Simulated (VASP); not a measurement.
# SnSe (Fm-3m) in VASP: further runs

One crystal, SnSe, is run at these levels: PBE, r2SCAN; tasks: single point.

Program: VASP 6.6.1. These are calculated values, not measurements. Logs are shortened: lines on timing, memory, paths and dates and some standing lists are left out, and cuts for length are marked.

## Step 1: The structure

Symmetry: Fm-3m, No. 225, cubic system. Conventional cell: a = 6.020 Å, b = 6.020 Å, c = 6.020 Å, α = 90.00°, β = 90.00°, γ = 90.00°. Sn (site symmetry m-3m) has 6 Se at 3.01 Å as nearest neighbours. Se (site symmetry m-3m) has 6 Sn at 3.01 Å as nearest neighbours.

Measurements of this composition are mostly on another form, of space group No. 62.

## Step 2: Single point, PBE (grid = ENCUT=350 dk=0.9 cell=3x3x3 ISMEAR=0 SIGMA=0.05 LREAL=Auto EDIFF=1e-06)

The input, INCAR:

```
  PREC = Accurate
  ENCUT = 350
  EDIFF = 1E-6
  ISMEAR = 0
  SIGMA = 0.05
  LREAL = Auto
  LASPH = T
  NELM = 120
  ALGO = Fast
  ISIF = 2
  LWAVE = F
  LCHARG = F
  GGA = PE
  NBANDS = 288
```

The input, KPOINTS:

```
regular mesh
0
Gamma
  1 1 1
```

The input, POSCAR:

```
SnSe
1.0
    0.0000000000      9.0300000000      9.0300000000
    9.0300000000      0.0000000000      9.0300000000
    9.0300000000      9.0300000000      0.0000000000
Sn Se
27 27
Direct
    0.0000000000      0.0000000000      0.0000000000
    0.0000000000      0.0000000000      0.3333333333
    0.0000000000      0.0000000000      0.6666666667
    0.0000000000      0.3333333333      0.0000000000
    0.0000000000      0.3333333333      0.3333333333
    0.0000000000      0.3333333333      0.6666666667
    0.0000000000      0.6666666667      0.0000000000
    0.0000000000      0.6666666667      0.3333333333
    0.0000000000      0.6666666667      0.6666666667
    0.3333333333      0.0000000000      0.0000000000
    0.3333333333      0.0000000000      0.3333333333
    0.3333333333      0.0000000000      0.6666666667
    0.3333333333      0.3333333333      0.0000000000
    0.3333333333      0.3333333333      0.3333333333
    0.3333333333      0.3333333333      0.6666666667
    0.3333333333      0.6666666667      0.0000000000
    0.3333333333      0.6666666667      0.3333333333
    0.3333333333      0.6666666667      0.6666666667
    0.6666666667      0.0000000000      0.0000000000
    0.6666666667      0.0000000000      0.3333333333
    0.6666666667      0.0000000000      0.6666666667
    0.6666666667      0.3333333333      0.0000000000
    0.6666666667      0.3333333333      0.3333333333
    0.6666666667      0.3333333333      0.6666666667
    0.6666666667      0.6666666667      0.0000000000
    0.6666666667      0.6666666667      0.3333333333
    0.6666666667      0.6666666667      0.6666666667
    0.1666666667      0.1666666667      0.1666666667
    0.1666666667      0.1666666667      0.5000000000
    0.1666666667      0.1666666667      0.8333333333
    0.1666666667      0.5000000000      0.1666666667
    0.1666666667      0.5000000000      0.5000000000
    0.1666666667      0.5000000000      0.8333333333
    0.1666666667      0.8333333333      0.1666666667
    0.1666666667      0.8333333333      0.5000000000
    0.1666666667      0.8333333333      0.8333333333
    0.5000000000      0.1666666667      0.1666666667
    0.5000000000      0.1666666667      0.5000000000
    0.5000000000      0.1666666667      0.8333333333
    0.5000000000      0.5000000000      0.1666666667
    0.5000000000      0.5000000000      0.5000000000
    0.5000000000      0.5000000000      0.8333333333
    0.5000000000      0.8333333333      0.1666666667
    0.5000000000      0.8333333333      0.5000000000
    0.5000000000      0.8333333333      0.8333333333
    0.8333333333      0.1666666667      0.1666666667
    0.8333333333      0.1666666667      0.5000000000
    0.8333333333      0.1666666667      0.8333333333
    0.8333333333      0.5000000000      0.1666666667
    0.8333333333      0.5000000000      0.5000000000
    0.8333333333      0.5000000000      0.8333333333
    0.8333333333      0.8333333333      0.1666666667
    0.8333333333      0.8333333333      0.5000000000
    0.8333333333      0.8333333333      0.8333333333
```

Potentials or basis: VASP PAW PBE potentials, release 64 (Sn_d, Se).

Launch:

```bash
$ cat potpaw_PBE.64/Sn_d/POTCAR potpaw_PBE.64/Se/POTCAR > POTCAR
$ mpirun -np 1 vasp_std > vasp.out
```

OUTCAR:

```text
PREC = Accurate
   ENCUT = 350
   EDIFF = 1E-6
   ISMEAR = 0
   LREAL = Auto
   LASPH = T
   NELM = 120
   ISIF = 2
   GGA = PE

 Found      1 irreducible k-points:

 Following reciprocal coordinates:
            Coordinates               Weight
  0.000000  0.000000  0.000000      1.000000
   k-points           NKPTS =      1   k-points in BZ     NKDIM =      1   number of bands    NBANDS=    288
   number of dos      NEDOS =    301   number of ions     NIONS =     54
   total plane-waves  NPLWV = 512000
   dimension x,y,z NGX =    80 NGY =   80 NGZ =   80
   dimension x,y,z NGXF=   160 NGYF=  160 NGZF=  160
   ions per type =              27  27
   NGX,Y,Z   is equivalent  to a cutoff of  10.41, 10.41, 10.41 a.u.
   NGXF,Y,Z  is equivalent  to a cutoff of  20.83, 20.83, 20.83 a.u.
 SYSTEM =  unknown system
   PREC   = accura    normal or accurate (medium, high low for compatibility)
   ISTART =      0    job   : 0-new  1-cont  2-samecut
   ICHARG =      2    charge: 1-file 2-atom 10-const
   ISPIN  =      1    spin polarized calculation?
   LNONCOLLINEAR =      F non collinear calculations
   LSORBIT =      F    spin-orbit coupling
   LASPH  =      T    aspherical Exc in radial PAW
   ENCUT  =  350.0 eV  25.72 Ry    5.07 a.u.  19.48 19.48 19.48*2*pi/ulx,y,z
   NELM   =    120;   NELMIN=  2; NELMDL= -5     # of ELM steps
   EDIFF  = 0.1E-05   stopping-criterion for ELM
   LREAL  =      T    real-space projection
   EDIFFG = 0.1E-04   stopping-criterion for IOM
   NSW    =      0    number of steps for IOM
   IBRION =     -1    ionic relax: 0-MD 1-quasi-New 2-CG
   NFREE  =      0    steps in history (QN), initial steepest desc. (CG)
   ISIF   =      2    stress and relaxation
   ISYM   =      2    0-nonsym 1-usesym 2-fastsym
   POTIM  = 0.5000    time-step for ionic-motion
   TEBEG  =    0.0;   TEEND  =   0.0 temperature during run
   PSTRESS=    0.0 pullay stress
   NELECT =     540.0000    total number of electrons
   NUPDOWN=      -1.0000    fix difference up-down
   EMIN   =  10.00;   EMAX   =-10.00  energy-range for DOS
   EFERMI =   0.00;   METHOD = LEGACY
   ISMEAR =     0;   SIGMA  =   0.05  broadening in eV -4-tet -1-fermi 0-gaus
   EFERMI_NEDOS =   21; number of points for ismear=-14 and -15
   IALGO  =     68    algorithm
   IMIX   =      4    mixing-type and parameters
     AMIX     =   0.40;   BMIX     =  1.00
     AMIX_MAG =   1.60;   BMIX_MAG =  1.00
  volume/ion in A,a.u.               =      27.27       184.03
  Fermi-wavevector in a.u.,A,eV,Ry     =   1.171768  2.214321 18.681350  1.373040
  Thomas-Fermi vector in A             =   2.308207
   LORBIT       =      0    0 simple, 1 ext, 2 COOP (PROOUT), +10 PAW based schemes
   GGA     = PE    functional components
   LHFCALC =     F    Hartree Fock is set to
   AEXX    =    0.0000 exact exchange contribution
   IVDW    =     0    specifies the selected vdW correction
   LEPSILON=     F    determine dielectric tensor
   LRPA    =     F    only Hartree local field effects (RPA)
 non-spin polarized calculation
 RMM-DIIS sequential band-by-band and
 Gauss-broadening in eV      SIGMA  =   0.05
  energy-cutoff  :      350.00
  volume of cell :     1472.63
 maximum number of plane-waves:     22075
 NGX is ok and might be reduce to    80

 number of electron     540.0000010 magnetization

 Free energy of the ion-electron system (eV)
  ---------------------------------------------------
  ext. energy  EPLUGINS =         0.00000000
  ---------------------------------------------------
  free energy    TOTEN  =      -227.76012279 eV

  energy without entropy =     -227.76012279  energy(sigma->0) =     -227.76012279

 E-fermi :   5.2552     XC(G=0):  -9.6295

 val. band max:        4.9833949467   @ k =   0.0000   0.0000   0.0000
 cond. band min:       6.9766975571   @ k =   0.0000   0.0000   0.0000
 fundamental gap:      1.9933026104
 Fermi energy:         5.2551658298

 k-point     1 :       0.0000    0.0000    0.0000
  band No.  band energies     occupation
      1     -16.1025      2.00000
      2     -16.1025      2.00000
      3     -16.1025      2.00000
      4     -16.1025      2.00000
      5     -16.1025      2.00000
      6     -16.1025      2.00000
[... 274 lines left out ...]
    281       7.3749      0.00000
    282       7.3753      0.00000
 [bands above 282 left out]

------------------------ aborting loop because EDIFF is reached ----------------------------------------

  FORCE on cell =-STRESS in cart. coord.  units (eV):
  Direction    XX          YY          ZZ          XY          YZ          ZX
  --------------------------------------------------------------------------------------
  -------------------------------------------------------------------------------------
  Total       -7.5339047     -7.5339047     -7.5339047      0.0000000      0.0000000      0.0000000
  in kB       -8.1966701     -8.1966701     -8.1966701      0.0000000      0.0000000      0.0000000
  external PRESSURE =      -8.1966701 kB  Pullay stress =       0.0000000 kB

 VOLUME and BASIS-vectors are now :
 -----------------------------------------------------------------------------
  energy-cutoff  :      350.00
  volume of cell :     1472.63
      direct lattice vectors                 reciprocal lattice vectors
     0.000000000  9.030000000  9.030000000    -0.055370986  0.055370986  0.055370986
     9.030000000  0.000000000  9.030000000     0.055370986 -0.055370986  0.055370986
     9.030000000  9.030000000  0.000000000     0.055370986  0.055370986 -0.055370986

 POSITION                                       TOTAL-FORCE (eV/Angst)
 -----------------------------------------------------------------------------------
      0.00000      0.00000      0.00000         0.000000     -0.000000     -0.000000
      3.01000      3.01000      0.00000        -0.000000     -0.000000      0.000000
      6.02000      6.02000      0.00000         0.000000     -0.000000     -0.000000
      3.01000      0.00000      3.01000        -0.000000     -0.000000      0.000000
      6.02000      3.01000      3.01000        -0.000000      0.000000     -0.000000
      9.03000      6.02000      3.01000         0.000000     -0.000000     -0.000000
[... 46 lines left out ...]
     12.04000     12.04000     15.05000         0.000000      0.000000      0.000000
     15.05000     15.05000     15.05000        -0.000000      0.000000      0.000000
 -----------------------------------------------------------------------------------
    total drift:                               -0.000000     -0.000000      0.000000

  FREE ENERGIE OF THE ION-ELECTRON SYSTEM (eV)
  ---------------------------------------------------
  free  energy   TOTEN  =      -227.7601227856 eV

  energy  without entropy=     -227.7601227856  energy(sigma->0) =     -227.76012279
```

Run time: 10 min. Hardware: 1 thread of Intel Xeon Platinum 8488C (Sapphire Rapids), shared host; peak memory 1.1 GiB.

The run converged, but some of its settings lie outside the range that counts as converged, so its numbers aren't taken as properties of the crystal.

What came out:

| Item | Value |
| --- | --- |
| Free energy | -227.7601 eV |
| Pressure | -0.8 GPa |

Caveat: the k mesh is coarse (spacing up to 0.60 Å⁻¹), so the values aren't converged; this odd mesh misses L, where the gap lies, so gap, dielectric constants and Born charges aren't listed.

## Step 3: Single point, r2SCAN

This run uses another cell than the first one: it holds 2 atoms, not 54.

The input, INCAR:

```
SYSTEM = SnSe
  ADDGRID = .FALSE.
  ALGO = Normal
  EDIFF = 1E-7
  ENCUT = 600
  ISIF = 2
  ISMEAR = 0
  LASPH = .TRUE.
  LCHARG = .FALSE.
  LMIXTAU = .TRUE.
  LREAL = .FALSE.
  LWAVE = .FALSE.
  METAGGA = R2SCAN
  NBANDS = 17
  NELM = 100
  PREC = Accurate
  SIGMA = 0.05
```

The input, KPOINTS:

```
k-points
0
G
  10 10 10
  0 0 0
```

The input, POSCAR:

```
SnSe
1.0
    0.0000000000      3.0100000000      3.0100000000
    3.0100000000      0.0000000000      3.0100000000
    3.0100000000      3.0100000000      0.0000000000
Sn Se
1 1
Direct
    0.0000000000      0.0000000000      0.0000000000
    0.5000000000      0.5000000000      0.5000000000
```

Potentials or basis: VASP PAW PBE potentials, release 64 (Sn_d, Se).

Launch:

```bash
$ cat potpaw_PBE.64/Sn_d/POTCAR potpaw_PBE.64/Se/POTCAR > POTCAR
$ mpirun -np 1 vasp_std > vasp.out
```

Run time: 3.4 min. Hardware: 1 thread of Intel Xeon Platinum 8488C (Sapphire Rapids), shared host; peak memory 0.24 GiB.

The run converged, but some of its settings lie outside the range that counts as converged, so its numbers aren't taken as properties of the crystal.

What came out:

```
Free energy            : -39.8764 eV
Pressure               : 0.0 GPa
Band gap on the k mesh : 0.45 eV, direct
```

Caveat: the PAW data sets were made with another functional, which shifts forces and pressure a little; spin-orbit coupling is left out, which moves the levels of the heavy elements.

## Step 4: Single point, r2SCAN

This run uses another cell than the first one: it holds 2 atoms, not 54.

INCAR: that of step 3 with these lines changed.

```diff
@@ -4,3 +4,3 @@
   EDIFF = 1E-7
-  ENCUT = 600
+  ENCUT = 500
   ISIF = 2
```

The input, KPOINTS:

```
k-points
0
G
  11 11 11
  0 0 0
```

POSCAR is that of step 3.

Launch:

```bash
$ cat potpaw_PBE.64/Sn_d/POTCAR potpaw_PBE.64/Se/POTCAR > POTCAR
$ mpirun -np 1 vasp_std > vasp.out
```

Run time: 2.8 min. Hardware: 1 thread of Intel Xeon Platinum 8488C (Sapphire Rapids), shared host; peak memory 0.21 GiB.

The run converged, but some of its settings lie outside the range that counts as converged, so its numbers aren't taken as properties of the crystal.

Results:

- Free energy: -39.8735 eV
- Pressure: 0.0 GPa

Caveat: this odd mesh misses L, where the gap lies, so gap, dielectric constants and Born charges aren't listed; the PAW data sets were made with another functional, which shifts forces and pressure a little.

## Step 5: Single point, r2SCAN

This run uses another cell than the first one: it holds 2 atoms, not 54.

INCAR: that of step 4 with these lines changed.

```diff
@@ -4,3 +4,3 @@
   EDIFF = 1E-7
-  ENCUT = 500
+  ENCUT = 600
   ISIF = 2
```

KPOINTS is that of step 4.

POSCAR is that of step 4.

Launch:

```bash
$ cat potpaw_PBE.64/Sn_d/POTCAR potpaw_PBE.64/Se/POTCAR > POTCAR
$ mpirun -np 1 vasp_std > vasp.out
```

Run time: 4.2 min. Hardware: 1 thread of Intel Xeon Platinum 8488C (Sapphire Rapids), shared host; peak memory 0.25 GiB.

The run converged, but some of its settings lie outside the range that counts as converged, so its numbers aren't taken as properties of the crystal.

Results:

| Property | Result |
| --- | --- |
| Free energy | -39.8757 eV |
| Pressure | 0.0 GPa |

Caveat: this odd mesh misses L, where the gap lies, so gap, dielectric constants and Born charges aren't listed; the PAW data sets were made with another functional, which shifts forces and pressure a little.

## Step 6: Single point, r2SCAN

This run uses another cell than the first one: it holds 2 atoms, not 54.

INCAR: that of step 5 with these lines changed.

```diff
@@ -4,3 +4,3 @@
   EDIFF = 1E-7
-  ENCUT = 600
+  ENCUT = 900
   ISIF = 2
```

The input, KPOINTS:

```
k-points
0
G
  10 10 10
  0 0 0
```

POSCAR is that of step 5.

Potentials or basis: VASP PAW PBE potentials, release 64 (Sn_d, Se).

Launch:

```bash
$ cat potpaw_PBE.64/Sn_d/POTCAR potpaw_PBE.64/Se/POTCAR > POTCAR
$ mpirun -np 1 vasp_std > vasp.out
```

Run time: 7.6 min. Hardware: 1 thread of Intel Xeon Platinum 8488C (Sapphire Rapids), shared host; peak memory 0.34 GiB.

The run converged, but some of its settings lie outside the range that counts as converged, so its numbers aren't taken as properties of the crystal.

Results:

```yaml
Free_energy: -39.8787 eV
Pressure: 0.0 GPa
Band_gap_on_the_k_mesh: 0.45 eV, direct
```

Caveat: the PAW data sets were made with another functional, which shifts forces and pressure a little; spin-orbit coupling is left out, which moves the levels of the heavy elements.
